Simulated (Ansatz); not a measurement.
# Relaxing Pd

These are results of Ansatz 0.2.0, DFT PBE, scalar-relativistic, plane waves, PAW, not measurements. Cutoff 420 eV, Γ-centred k mesh, Gaussian smearing, no spin polarisation in the final step.

Pd was placed on the sites of a reported Ga cell (C2/c, No. 15), at a guessed volume.

```
Pd
1.0
     1.30144   -3.78904    0.00000
     1.30144    3.78904    0.00000
    -0.11052    0.00000    3.13355
Pd
2
Direct
  0.86900 0.13100 0.25000
  0.13100 0.86900 0.75000
```

Cell and atoms relax at zero pressure; the relaxation can't lower the symmetry of the start. After a coarse first stage the cell is made exact in the group found at 0.06 Å.

Energies count from the standard state of Pd at the same level.

Question: Which crystal results?

Answer: It ends in Cmcm (No. 63). Conventional cell: a = 2.688 Å, b = 8.803 Å, c = 2.716 Å. Around Pd lie 10 Pd at 2.69–2.81 Å.

Space group Cmcm (No. 63). a = 2.688 Å, b = 8.803 Å, c = 2.716 Å, α = 90.00°, β = 90.00°, γ = 90.00°
```tsv
atom	site	symmetry	x	y	z
Pd	4c	m2m	0.5000	0.6329	0.2500
```

Question: What are its volume, energy, density and gap?

Answer: The volume per atom is 16.07 Å³ and the density is 11.00 g/cm³. The energy over the standard structure is 0.15 eV/atom and the gap on the 22×22×20 mesh is 0 eV (a metal).

The final run used a 22×22×20 mesh on its 2-atom cell and 0.10 eV smearing. For metals, differences of a few meV/atom aren't resolved. Symmetry constrained the relaxation, so the result can be a saddle point. The steps took about 7 core-minutes in all.

This form isn't the element's structure at ambient conditions.